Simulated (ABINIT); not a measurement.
Wanted: the native input for an ABINIT 10.8.3 (patched build) run.

```yaml
Task: equation of state
Functional: LDA
Potentials_or_basis: JTH PAW LDA v2.0
Cutoff: 544 eV
k_mesh: 8 × 8 × 8
Occupations: fermi-dirac, width 0.05 eV
Spin: no spin polarisation
Fine-grid_cutoff: 1088.46 eV
```

Crystal: Li2S.

```
CELL_PARAMETERS angstrom
0.00000 2.84450 2.84450
2.84450 0.00000 2.84450
2.84450 2.84450 0.00000
ATOMIC_POSITIONS crystal
S 0.00000 0.00000 0.00000
Li 0.75000 0.75000 0.75000
Li 0.25000 0.25000 0.25000
```

The input as run:

run.abi

```
ndtset 7
scalecart1 3*0.9795861087
scalecart2 3*0.9864848297
scalecart3 3*0.9932883884
scalecart4 3*1.0000000000
scalecart5 3*1.0066227096
scalecart6 3*1.0131594038
scalecart7 3*1.0196128224

pp_dirpath "./"
pseudos "S.LDA_PW-JTH.xml, Li.LDA_PW-JTH.xml"

acell 4.0227304782 4.0227304782 4.0227304782 Angstrom
rprim
     0.0000000000     0.7071067812     0.7071067812
     0.7071067812     0.0000000000     0.7071067812
     0.7071067812     0.7071067812     0.0000000000
ntypat 2
znucl 16 3
natom 3
typat 1 2 2
xred
     0.0000000000     0.0000000000     0.0000000000
     0.7500000000     0.7500000000     0.7500000000
     0.2500000000     0.2500000000     0.2500000000

ecut 20.0
pawecutdg 40.0

kptopt 1
ngkpt 8 8 8
nshiftk 1
shiftk 0.0 0.0 0.0

ixc 7

nband 10
occopt 3
tsmear 0.05 eV

nstep 100
tolvrs 1.0e-9

iomode 3
prtwf 0
prtden 0
prteig 0
prtebands 0
enunit 1
```

Potentials or basis: JTH PAW LDA v2.0.

Launch:

```sh
$ mpirun --bind-to none -np 4 abinit run.abi > log 2>&1
```

It gave:

| Property | Result |
| --- | --- |
| Equilibrium volume | 14.46 Å³/atom (rough: see the caveat) |
| Bulk modulus | 47 GPa (rough) |

Caveat: pressures at fixed basis lie under the slope of the energies; the minimum lies outside the volumes run.

Run time: 22 s on 4 MPI ranks on Arm Neoverse V1, with other jobs on the host, peak memory 0.44 GiB a rank.
